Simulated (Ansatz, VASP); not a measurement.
SnTe: VASP beside Ansatz

```
Sn Te
1.0
     4.53466    0.00000    0.00000
     0.00000    4.53466    0.00000
     0.00000    0.00000   27.82595
Sn Te
5 5
Direct
  0.50000 0.50000 0.26953
  0.00000 0.00000 0.38477
  0.50000 0.50000 0.50000
  0.00000 0.00000 0.61523
  0.50000 0.50000 0.73047
  0.00000 0.00000 0.26953
  0.50000 0.50000 0.38477
  0.00000 0.00000 0.50000
  0.50000 0.50000 0.61523
  0.00000 0.00000 0.73047
```

Alike in both runs: task single point; functional PBE; k mesh 8 × 8 × 1; occupations gaussian, width 0.05 eV; no spin polarisation.

```csv
,VASP,Ansatz
version,VASP 6.6.1,Ansatz 0.2.0
potentials or method,"VASP PAW PBE potentials, release 64 (Sn_d, Te)","scalar-relativistic, plane waves, PAW"
plane-wave cutoff (eV),520,420
valence electrons in the cell,100,150
```

```tsv
	VASP	Ansatz	Ansatz less VASP
gap on the k mesh at the Fermi level (eV)	0.42	0.43	+0.005
least direct gap on the mesh (eV)	0.42	0.43	+0.005
rms of the force components (eV/Å)	0.165	0.166	+0.0010
```

The two sets of potentials don't hold the same shells in valence. Ansatz warned: «xc_potential_rough_in_thin_density».

Caveats: spin-orbit coupling is left out, which moves the levels of the heavy elements.
